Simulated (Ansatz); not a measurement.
Input and command of a calculation in Ansatz (plane waves; scalar-relativistic PAW potentials unless the input names others):

```yaml
crystal:
  lattice:
    - [1.5151648334, 0.8747808244, 7.4151986789]
    - [-1.5151648334, 0.8747808244, 7.4151986789]
    - [0.0, -1.7495616489, 7.4151986789]
  atoms:
    - { symbol: Ag, position: [0.0, 0.0, 0.0] }
    - { symbol: Ag, position: [0.777707367, 0.777707367, 0.777707367] }
    - { symbol: Ag, position: [0.222292633, 0.222292633, 0.222292633] }
basis:
  ecutwfc: 420
kpoints:
  mp_grid: { grid: [18, 18, 18] }
hamiltonian:
  xc: pbe
  hubbard: { sites: [{ species: Ag, l: d, u_eff: 5.0 }], double_counting: fll }
scf:
  occupations: { method: gaussian, width: 0.1 }
output:
  forces: true
  eigenvalues: true
  stress: true
```

```bash
ansatz run input.yaml --threads 1 --pin off --max-ram 2560MiB --backend cpu --events-out ev --progress --plain --runs-dir out
```

Abridged log:
```
Basis set: ecut = 420 eV, 1147 PW (Γ), FFT grids on a1−a3, a2−a3, a3, exchange–correlation on 48×48×108 points (8 copies of the dense FFT grid, shifted against one another)
Bands: 35, of which v1, the nominal top of the filled ones, is band 29 counted from 1 (28 counted from 0)
Symmetry: 12 space group operations
k-points: 580 of 5832
SCF iter   1: F=—  HF=-22771.159872 eV  |F-HF|=—  |Δ(HF+E_count)|=         —  Δρ=3.94e-2  dr2=1.07e0  ethr=1.87e-3  ⟨swp⟩=1.3  Hψ=93190  notcnv=0
SCF iter   2: F=—  HF=-22770.908852 eV  |F-HF|=—  |Δ(HF+E_count)|=   2.51e-1  Δρ=1.60e-2  dr2=1.83e-1  ethr=1.87e-3  ⟨swp⟩=2.5  Hψ=32968  notcnv=0
SCF iter   3: F=—  HF=-22770.863589 eV  |F-HF|=—  |Δ(HF+E_count)|=   4.53e-2  Δρ=6.27e-3  dr2=2.09e-2  ethr=3.21e-4  ⟨swp⟩=1.5  Hψ=27028  notcnv=0
SCF iter   4: F=—  HF=-22770.864231 eV  |F-HF|=—  |Δ(HF+E_count)|=   6.42e-4  Δρ=1.45e-3  dr2=6.96e-4  ethr=3.66e-5  ⟨swp⟩=2.1  Hψ=27726  notcnv=0
SCF iter   5: F=—  HF=-22770.864597 eV  |F-HF|=—  |Δ(HF+E_count)|=   3.66e-4  Δρ=3.14e-4  dr2=5.43e-5  ethr=1.22e-6  ⟨swp⟩=2.1  Hψ=30273  notcnv=0
SCF iter   6: F=—  HF=-22770.864611 eV  |F-HF|=—  |Δ(HF+E_count)|=   1.46e-5  Δρ=6.62e-5  dr2=2.74e-6  ethr=9.53e-8  ⟨swp⟩=2.0  Hψ=29214  notcnv=0
SCF iter   7: F=—  HF=-22770.864612 eV  |F-HF|=—  |Δ(HF+E_count)|=   9.59e-7  Δρ=1.59e-5  dr2=1.31e-7  ethr=4.82e-9  ⟨swp⟩=2.2  Hψ=29534  notcnv=0
SCF iter   8: F=-22770.864612 eV  HF=-22770.864612 eV  |F-HF|=1.36e-8  |Δ(HF+E_count)|=   1.38e-8  Δρ=7.39e-6  dr2=2.46e-8  ethr=1.75e-10  ⟨swp⟩=7.1  Hψ=72862  notcnv=0
SCF 1 converged in 8 iterations: F = -22770.864612 eV  dr2 = 2.46e-8
SCF converged after 8 iterations
Free energy (F): -22770.864612 eV
Harris-Foulkes:  -22770.864612 eV  (|F-HF|=1.36e-8)
Internal energy: -22770.860816 eV  (E = F + TS)
E sigma→0 (E₀):  -22770.862714 eV
Entropy (-TS):   -0.003797 eV (-1.266 meV/atom)
Fermi energy:    14.222569 eV
--- Forces (eV/Å), atoms counted from 1 ---
  atom   1  Ag     0.00000000     0.00000000     0.00000000
  atom   2  Ag     0.00000000     0.00000000     0.00245367
  atom   3  Ag     0.00000000     0.00000000    -0.00245367
--- Stress (GPa, compression-positive) ---
       -4.283736       0.000000       0.000000
        0.000000      -4.283736       0.000000
        0.000000       0.000000      -4.205234
  P = ⅓ Tr σ = -4.2576 GPa (-42.576 kbar)
Occupation matrices written to <dir>
```

Apart from outputs, empty bands and the relaxation, which only the reference makes, the input differs from a reference run on usual settings in hamiltonian.hubbard: not typed → {"sites": [{"species": "Ag", "l": "d", "u_eff": 5.0}], "double_counting": "fll"}. The reference, at the same geometry, ended its own course with pressure -6.57 GPa, largest force 0.001 eV/Å, no gap on the mesh. This run converged in 8 SCF iterations with an energy at zero smearing 223 meV/atom above the reference's (the Hamiltonian itself differs), pressure -4.26 GPa, largest force 0.002 eV/Å, no gap on the mesh.

It took 82 s on 1 thread of Intel(R) Xeon(R) Platinum 8259CL CPU @ 2.50GHz (Skylake/Cascade Lake), with other jobs on the host, peak memory 1.7 GiB.